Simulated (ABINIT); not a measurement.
Runs of ABINIT 10.8.3 (patched build) on FeO. It takes space group I4/mmm (No. 139, tetragonal). Conventional cell: a = 3.204 Å, b = 3.204 Å, c = 4.167 Å, α = 90.00°, β = 90.00°, γ = 90.00°. Fe (site symmetry 4/mmm) is surrounded by 6 O at 2.08 to 2.27 Å. Around O (site symmetry 4/mmm) lie 6 Fe at 2.08 to 2.27 Å. The cell comes from a database or a generator and needn't be the stable form of this composition.

| task | cell | k mesh | bands in the sums | broadening (eV) | scissor shift (eV) | tensor components | cell freedom (optcell) | gap on the mesh (eV) | pressure (GPa) | moment (μB) |
| --- | --- | --- | --- | --- | --- | --- | --- | --- | --- | --- |
| optical spectrum | as given | 12 × 12 × 12 | 19 | 0.2 | 0 | [11, 33] | - | none | -22.9 | 4.00 |
| single point | as given | 9 × 9 × 9 | - | - | - | - | - | none | -22.9 | 4.00 |
| relaxation of cell and atoms | relaxed | 9 × 9 × 9 | - | - | - | - | 2 | none | 0.0 | 3.96 |
| phonons | cell relaxed at zero pressure by an earlier run | 10 × 10 × 10 | - | - | - | - | - | none | 0.3 | (a) |
| single point | cell relaxed | 9 × 9 × 9 | - | - | - | - | - | none | 0.0 | 3.96 |

Alike in all rows: level LDA; potentials or basis PseudoDojo NC SR LDA v0.4.1 standard; spin collinear, ferromagnetic start; cutoff (eV) 1252; smearing fermi-dirac 0.05 eV.

Problem. Estimate the missing entries.

Solution. (a) 3.97.

Caveats: a cell with one magnetic atom can't hold antiferromagnetic order, which such compounds often take; semilocal functionals often make such compounds metallic where correlation or magnetic order opens a gap, which also shifts bond lengths; so large a pressure means that the cell lies far from this level's equilibrium, or that cutoff or potentials fall short (some runs); the intraband (Drude) term is left out (some runs); spectra need much finer meshes, so this one isn't converged (some runs); independent-particle spectra lack excitons (some runs); the mesh is coarse for a metal's response (some runs).

A gap of «none» marks a metal or a gap under the smearing width.
